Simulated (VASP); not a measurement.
# C (Fd-3m) in VASP: phonons with LDA

Aim: the phonons of C with LDA.

Program: VASP 6.6.1. These are calculated values, not measurements. Logs are shortened: lines on timing, memory, paths and dates and some standing lists are left out, and cuts for length are marked.

## Step 1: Starting point

It takes space group Fd-3m (No. 227, cubic). Conventional cell: a = 3.567 Å, b = 3.567 Å, c = 3.567 Å, α = 90.00°, β = 90.00°, γ = 90.00°. Around C (site symmetry -43m) lie 4 C at 1.54 Å.

This isn't the form of C at room conditions, which is graphite.

## Step 2: Phonons, LDA

POSCAR reads:

```
C
1.0
    0.0000000000      1.7834000000      1.7834000000
    1.7834000000      0.0000000000      1.7834000000
    1.7834000000      1.7834000000      0.0000000000
C
2
Direct
    0.5000000000      0.5000000000      0.5000000000
    0.7500000000      0.7500000000      0.7500000000
```

INCAR.step1 reads:

```
SYSTEM = C
ALGO = Normal
EDIFF = 1E-8
EDIFFG = -0.002
ENCUT = 580
IBRION = 2
ISIF = 3
ISMEAR = 0
LASPH = .True.
LCHARG = .False.
LREAL = .False.
LWAVE = .False.
NELM = 60
NSW = 40
PREC = Accurate
SIGMA = 0.02
```

INCAR.step2 reads:

```
SYSTEM = C
ALGO = Normal
EDIFF = 1E-8
ENCUT = 580
IBRION = 8
ISIF = 2
ISMEAR = 0
LASPH = .True.
LCHARG = .False.
LREAL = .False.
LWAVE = .False.
NELM = 60
NSW = 1
PREC = Accurate
SIGMA = 0.02
```

KPOINTS reads:

```
k-points
0
Gamma
  12 12 12
  0 0 0
```

Potentials or basis: VASP PAW LDA potentials, release 64 (C).

Started as:

```console
> cat potpaw_LDA.64/C/POTCAR > POTCAR
> cp INCAR.step1 INCAR
> mpirun -np 1 vasp_std > vasp.out
> cp CONTCAR POSCAR
> cp INCAR.step2 INCAR
> mpirun -np 1 vasp_std > vasp.out
```

OUTCAR:

```text
SYSTEM = C
   EDIFF = 1E-8
   ENCUT = 580
   IBRION = 8
   ISIF = 2
   ISMEAR = 0
   LASPH = .True.
   LREAL = .False.
   NELM = 60
   NSW = 1
   PREC = Accurate

 ion  position               nearest neighbor table
   1  0.500  0.500  0.500-   2 1.53   2 1.53   2 1.53   2 1.53
   2  0.750  0.750  0.750-   1 1.53   1 1.53   1 1.53   1 1.53

  LATTYP: Found a face centered cubic cell.
 ALAT       =     3.5340032116

  Lattice vectors:

 A1 = (   0.0000000000,   1.7670016058,   1.7670016058)
 A2 = (   1.7670016058,   0.0000000000,   1.7670016058)
 A3 = (   1.7670016058,   1.7670016058,   0.0000000000)

Analysis of symmetry for initial positions (statically):
=====================================================================
 Subroutine PRICEL returns:
 Original cell was already a primitive cell.

 Routine SETGRP: Setting up the symmetry group for a
 face centered cubic supercell.

 Subroutine GETGRP returns: Found 48 space group operations
 (whereof 24 operations were pure point group operations)
 out of a pool of 48 trial point group operations.

The static configuration has the point symmetry T_d .
 The point group associated with its full space group is O_h .

Analysis of symmetry for dynamics (positions and initial velocities):
=====================================================================
 Subroutine PRICEL returns:
 Original cell was already a primitive cell.

 Routine SETGRP: Setting up the symmetry group for a
 face centered cubic supercell.

 Subroutine GETGRP returns: Found 48 space group operations
 (whereof 24 operations were pure point group operations)
 out of a pool of 48 trial point group operations.

The dynamic configuration has the point symmetry T_d .
 The point group associated with its full space group is O_h .

 Subroutine INISYM returns: Found 48 space group operations
 (whereof 24 operations are pure point group operations),
 and found     1 'primitive' translations

----------------------------------------------------------------------------------------

                                     Primitive cell

  volume of cell :      11.0342

  direct lattice vectors                    reciprocal lattice vectors
     0.000000000  1.767001606  1.767001606    -0.282965221  0.282965221  0.282965221
     1.767001606  0.000000000  1.767001606     0.282965221 -0.282965221  0.282965221
     1.767001606  1.767001606  0.000000000     0.282965221  0.282965221 -0.282965221

  length of vectors
     2.498917636  2.498917636  2.498917636     0.490110140  0.490110140  0.490110140

  position of ions in fractional coordinates (direct lattice)
     0.500000000  0.500000000  0.500000000
     0.750000000  0.750000000  0.750000000

  ion indices of the primitive-cell ions
   primitive index   ion index
                 1           1
                 2           2

----------------------------------------------------------------------------------------

 KPOINTS: k-points

Automatic generation of k-mesh.
 Grid dimensions read from file:
 generate k-points for:   12   12   12

 Generating k-lattice:

  Cartesian coordinates                     Fractional coordinates (reciprocal lattice)
    -0.023580435  0.023580435  0.023580435     0.083333333  0.000000000  0.000000000
     0.023580435 -0.023580435  0.023580435     0.000000000  0.083333333  0.000000000
     0.023580435  0.023580435 -0.023580435     0.000000000  0.000000000  0.083333333

  Length of vectors
     0.040842512  0.040842512  0.040842512

  Shift w.r.t. Gamma in fractional coordinates (k-lattice)
     0.000000000  0.000000000  0.000000000

 Subroutine IBZKPT returns following result:
 ===========================================

 Found     72 irreducible k-points:

 Following reciprocal coordinates:
[... 83 lines left out ...]

 number of electron       7.9999998 magnetization

 Free energy of the ion-electron system (eV)
  ---------------------------------------------------
  ext. energy  EPLUGINS =         0.00000000
  ---------------------------------------------------
  free energy    TOTEN  =       -20.25012318 eV

  energy without entropy =      -20.25012318  energy(sigma->0) =      -20.25012318

 E-fermi :  10.2326     XC(G=0): -13.6339

 val. band max:       10.1312602563   @ k =   0.0000   0.0000   0.0000
 cond. band min:      14.3238337929   @ k =   0.3333   0.3333   0.0000
 fundamental gap:      4.1925735366
 Fermi energy:        10.2326293635

 k-point     1 :       0.0000    0.0000    0.0000
  band No.  band energies     occupation
      1     -11.5589      2.00000
      2      10.1313      2.00000
      3      10.1313      2.00000
      4      10.1313      2.00000
      5      15.7520      0.00000
      6      15.7520      0.00000
      7      15.7520      0.00000
      8      24.3244      0.00000
[... 243 lines left out ...]
 k-point    24 :      -0.4167    0.1667    0.0000
  band No.  band energies     occupation
      1      -5.1749      2.00000
      2      -2.6336      2.00000
      3       4.5843      2.00000
      4       6.4576      2.00000
      5      17.7197      0.00000
      6      20.4565      0.00000
      7      21.7523      0.00000
      8      25.7061      0.00000

 [... further k-points ...]

------------------------ aborting loop because EDIFF is reached ----------------------------------------

  FORCE on cell =-STRESS in cart. coord.  units (eV):
  Direction    XX          YY          ZZ          XY          YZ          ZX
  --------------------------------------------------------------------------------------
  -------------------------------------------------------------------------------------
  Total        0.0067230      0.0067230      0.0067230     -0.0000000     -0.0000000      0.0000000
  in kB        0.9761849      0.9761849      0.9761849     -0.0000000     -0.0000000      0.0000000
  external PRESSURE =       0.9761849 kB  Pullay stress =       0.0000000 kB

 VOLUME and BASIS-vectors are now :
 -----------------------------------------------------------------------------
  energy-cutoff  :      580.00
  volume of cell :       11.03
      direct lattice vectors                 reciprocal lattice vectors
     0.000000000  1.767001606  1.767001606    -0.282965221  0.282965221  0.282965221
     1.767001606  0.000000000  1.767001606     0.282965221 -0.282965221  0.282965221
     1.767001606  1.767001606  0.000000000     0.282965221  0.282965221 -0.282965221

 POSITION                                       TOTAL-FORCE (eV/Angst)
 -----------------------------------------------------------------------------------
      1.76700      1.76700      1.76700        -0.000000     -0.000000     -0.000000
      2.65050      2.65050      2.65050         0.000000      0.000000      0.000000
 -----------------------------------------------------------------------------------
    total drift:                                0.000000     -0.000000      0.000000

  FREE ENERGIE OF THE ION-ELECTRON SYSTEM (eV)
  ---------------------------------------------------
  free  energy   TOTEN  =       -20.2501231778 eV

  energy  without entropy=      -20.2501231778  energy(sigma->0) =      -20.25012318

[... ionic steps 2 to 3 ...]

--------------------------------------- Ionic step        4  -------------------------------------------

 Free energy of the ion-electron system (eV)
  ---------------------------------------------------
  ---------------------------------------------------
  free energy    TOTEN  =        -0.11144164 eV

  energy without entropy =       -0.11144164

------------------------ aborting loop because EDIFF is reached ----------------------------------------

 INTERNAL STRAIN TENSOR  FOR ION    1  DIRECTION 1   (eV/Angst):
 -----------------------------------------------------------------------------
     0.00511  0.00000  0.00000
     0.00000 -0.00207  4.12043
     0.00000  4.12043 -0.00207

 INTERNAL STRAIN TENSOR FOR ION    2 for displacements in x,y,z  (eV/Angst):
          X           Y           Z          XY          YZ          ZX
  --------------------------------------------------------------------------------
  x     0.00000    -0.00000     0.00000     0.00000    -4.12043     0.00000
  y    -0.00000    -0.00000     0.00000     0.00000     0.00000    -4.12043
  z    -0.00000    -0.00000     0.00000    -4.12043     0.00000     0.00000

 SECOND DERIVATIVES (NOT SYMMETRIZED)
 ------------------------------------
               1X          1Y          1Z          2X          2Y          2Z
  1X   -38.710662    0.000000    0.000000   38.710662    0.000000    0.000000
  1Y     0.000000  -38.710662    0.000000    0.000000   38.710662    0.000000
  1Z     0.000000    0.000000  -38.710662    0.000000    0.000000   38.710662
  2X    38.710662    0.000000    0.000000  -38.710662    0.000000    0.000000
  2Y     0.000000   38.710662    0.000000    0.000000  -38.710662    0.000000
  2Z     0.000000    0.000000   38.710662    0.000000    0.000000  -38.710662

 Eigenvectors and eigenvalues of the dynamical matrix
 ----------------------------------------------------

   1 f  =   39.690945 THz   249.385562 2PiTHz 1323.947414 cm-1   164.148485 meV
             X         Y         Z           dx          dy          dz
      1.767002  1.767002  1.767002    -0.350609   -0.614063   -0.000000
      2.650502  2.650502  2.650502     0.350609    0.614063   -0.000000
[... 11 lines left out ...]
   4 f  =    0.000000 THz     0.000002 2PiTHz    0.000009 cm-1     0.000001 meV
             X         Y         Z           dx          dy          dz
      1.767002  1.767002  1.767002    -0.706919    0.004197   -0.015758
      2.650502  2.650502  2.650502    -0.706919    0.004197   -0.015758

   5 f/i=    0.000000 THz     0.000003 2PiTHz    0.000016 cm-1     0.000002 meV
             X         Y         Z           dx          dy          dz
      1.767002  1.767002  1.767002    -0.014219   -0.493215    0.506494
      2.650502  2.650502  2.650502    -0.014219   -0.493215    0.506494

   6 f/i=    0.000001 THz     0.000004 2PiTHz    0.000019 cm-1     0.000002 meV
             X         Y         Z           dx          dy          dz
      1.767002  1.767002  1.767002     0.007985   -0.506677   -0.493168
      2.650502  2.650502  2.650502     0.007985   -0.506677   -0.493168

--------------------------------------------------------------------------------------------------------

 ELASTIC MODULI CONTR FROM IONIC RELAXATION (kBar)
 Direction    XX          YY          ZZ          XY          YZ          ZX
 --------------------------------------------------------------------------------
 XX          -0.0000      0.0000      0.0000     -0.0000      0.0000     -0.0000
 YY           0.0000     -0.0000      0.0000     -0.0000     -0.0000     -0.0000
 ZZ           0.0000      0.0000     -0.0000      0.0000      0.0000      0.0000
 XY          -0.0000     -0.0000      0.0000    -63.6831      0.0000      0.0000
 YZ           0.0000     -0.0000      0.0000      0.0000    -63.6831      0.0000
 ZX          -0.0000     -0.0000      0.0000      0.0000      0.0000    -63.6831
 --------------------------------------------------------------------------------
```

Run time: 22 s. Hardware: 1 thread of Intel Xeon 6975P-C (Granite Rapids), shared host; peak memory 0.16 GiB.

What came out:

| Quantity | Value |
| --- | --- |
| Relaxed volume | 5.52 Å³/atom |
| Relaxed cell | a = 2.499 Å, b = 2.499 Å, c = 2.499 Å, α = 60.00°, β = 60.00°, γ = 60.00° |
| Space group after relaxing (to 0.05 Å) | Fd-3m (No. 227) |
| Highest phonon frequency at Γ | 1324 cm⁻¹ |

Step by step:
| step | energy change (eV) | largest force (eV/Å) | pressure (GPa) | volume (Å³) |
| --- | --- | --- | --- | --- |
| 1 | 0.0000 | 0.0000 | -12.24 | 11.34 |
| 2 | 0.0086 | 0.0000 | 17.68 | 10.65 |
| 3 | -0.0121 | 0.0000 | -0.11 | 11.04 |
| 4 | -0.0121 | 0.0000 | 0.15 | 11.03 |
| 5 | -0.0121 | 0.0000 | -0.16 | 11.04 |
| 6 | -0.0121 | 0.0000 | 0.00 | 11.03 |

Final structure:
```
C
1.0
     0.00000    1.76700    1.76700
     1.76700    0.00000    1.76700
     1.76700    1.76700    0.00000
C
2
Direct
  0.50000 0.50000 0.50000
  0.75000 0.75000 0.75000
```

Phonon frequencies in cm⁻¹ (negative: imaginary):
```tsv
q point	frequencies
(0.000, 0.000, 0.000)	0 0 0 1324 1324 1324
```
